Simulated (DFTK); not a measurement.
The system is MnS.

```
Mn S
1.0
     0.00000    2.60450    2.60450
     2.60450    0.00000    2.60450
     2.60450    2.60450    0.00000
Mn S
1 1
Direct
  0.00000 0.00000 0.00000
  0.50000 0.50000 0.50000
```

Base run:

```yaml
Program: DFTK 0.8.2
Functional: r2SCAN
Potentials_or_basis: SG15 1.2 (PBE)
Cutoff: 1225 eV
k_mesh: 5 × 5 × 5
Occupations: fermi-dirac, width 0.05 eV
Spin: collinear spin, ferromagnetic start
Starting_moments: "[4.0, 0.0] μB"
```

Its results: band gap on the k mesh 0.43 eV, indirect (least direct gap 2.32 eV); net moment 5.00 μB per cell; site moments Mn +4.75; S +0.25 μB.

**Question.** The run is repeated on the same cell with these changes: functional from r2SCAN to BJ06. What comes out?

**Answer.** Band gap on the k mesh none (metal or under the smearing width); net moment 4.58 μB per cell; site moments Mn +4.36; S +0.22 μB.

Caveats: some runs use coarse meshes; a cell with one magnetic atom can't hold antiferromagnetic order, which such compounds often take; the mesh misses the band edges, which the band path finds closer together (some runs); the program leaves the constant c of mgga_x_tb09 at 1, so the potential is Becke-Johnson's (BJ06) and not Tran and Blaha's, with levels but no total energy (some runs); semilocal functionals often make such compounds metallic where correlation or magnetic order opens a gap, which also shifts bond lengths (some runs).

Not every run made on this cell is shown here.
